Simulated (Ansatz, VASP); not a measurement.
## Rh in VASP and in Ansatz

```xyz
1
Lattice="0.0000 1.8979 1.8979 1.8979 0.0000 1.8979 1.8979 1.8979 0.0000" Properties=species:S:1:pos:R:3 pbc="T T T"
Rh    0.0000    0.0000    0.0000
```

Alike in both runs: functional BLYP; k mesh 7 × 7 × 7; occupations fermi-dirac, width 0.05 eV; no spin polarisation.

```csv
,VASP,Ansatz
version,VASP 6.6.1,Ansatz 0.2.0
potentials or method,"VASP PAW PBE potentials, release 64 (Rh_pv)",Ansatz PAW
plane-wave cutoff (eV),520,420
valence electrons in the cell,15,17
task,single point,projected density of states
```

```tsv
	VASP	Ansatz	Ansatz less VASP
gap on the k mesh at the Fermi level (eV)	none	none	-
pressure (GPa)	21.3	20.6	-0.70
```

A gap of «none» marks a metal or a gap that the smearing closes. With one functional, cell and mesh, what is left measures potentials, basis and numerics. The two sets of potentials don't hold the same shells in valence.

Caveats: the k mesh is coarse (spacing up to 0.41 Å⁻¹), so the values aren't converged; so large a pressure means that the cell lies far from this level's equilibrium, or that cutoff or potentials fall short (VASP); the potentials were made for another functional, which shifts forces and pressure (VASP); the PAW data sets come from PBE, with cores solved anew for the run's functional, which leaves a small shift of forces and pressure (Ansatz); the density of states is complete only up to the lowest level of the last band computed (Ansatz).
